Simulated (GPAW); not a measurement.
The system is PbF2 (Fluorocronite).

```
Pb F
1.0
     0.00000    2.96366    2.96366
     2.96366    0.00000    2.96366
     2.96366    2.96366    0.00000
Pb F
1 2
Direct
  0.00000 0.00000 0.00000
  0.75000 0.75000 0.75000
  0.25000 0.25000 0.25000
```

```yaml
Program: GPAW 26.7.0
Task: relaxation of cell and atoms
Functional: PBEsol
Dispersion: D3(BJ)+ATM
Potentials_or_basis: PAW data sets generated in the run's folder for this functional
Cutoff: 800 eV
Basis: pw
k_mesh: 8 × 8 × 8
Occupations: fermi-dirac, width 0.05 eV
Spin: no spin polarisation
```

At the start: pressure -3.7 GPa; volume 17.35 Å³/atom.

Q: How do energy, volume and symmetry change on relaxing?

A: Over 4 steps the energy falls by 3.6 meV/atom and the volume is 16.53 Å³/atom (-4.8 %); space group Fm-3m (No. 225, to 0.05 Å).

Step by step:
```csv
step,energy change (eV),largest force (eV/Å),pressure (GPa),volume (Å³)
1,0.0000,0.0000,-3.69,52.06
2,-0.0041,0.0000,-3.30,51.77
3,-0.0092,0.0000,0.27,49.41
4,-0.0107,0.0000,-0.02,49.58
```

Final structure:
```xyz
3
Lattice="0.0000 2.9157 2.9157 2.9157 0.0000 2.9157 2.9157 2.9157 0.0000" Properties=species:S:1:pos:R:3 pbc="T T T"
Pb    0.0000    0.0000    0.0000
F     4.3736    4.3736    4.3736
F     1.4579    1.4579    1.4579
```

Caveat: later steps reuse the first step's grids.
